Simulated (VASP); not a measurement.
The system is CdGeAs2.

```
Cd As Ge
1.0
    -2.98887    2.98887    5.66430
     2.98887   -2.98887    5.66430
     2.98887    2.98887   -5.66430
Cd As Ge
2 4 2
Direct
  0.50000 0.50000 0.00000
  0.25000 0.75000 0.50000
  0.09622 0.12500 0.47122
  0.37500 0.90378 0.02878
  0.65378 0.62500 0.52878
  0.87500 0.34622 0.97122
  0.75000 0.25000 0.50000
  0.00000 0.00000 0.00000
```

The cell is a database's computed one.

Base run:

| Quantity | Value |
| --- | --- |
| Program | VASP 6.6.1 |
| Functional | PBE |
| Potentials or basis | VASP PAW PBE potentials, release 64 (Cd, As, Ge_d) |
| Cutoff | 520 eV |
| k mesh | 6 × 6 × 6 |
| Occupations | gaussian, width 0.02 eV |
| Spin | no spin polarisation |

Its results: band gap on the k mesh 0.19 eV, indirect (least direct gap 0.21 eV); pressure 2.4 GPa; largest force 0.134 eV/Å.

Task: The run is repeated on the same cell with these changes: functional from PBE to LDA; potentials or basis from VASP PAW PBE potentials, release 64 (Cd, As, Ge_d) to VASP PAW LDA potentials, release 64 (Cd, As, Ge_d). What comes out?

Result: Band gap on the k mesh 0.19 eV, indirect (least direct gap 0.22 eV); pressure -2.3 GPa; largest force 0.212 eV/Å.

Caveats: the mesh misses the band edges, which the band path finds closer together.
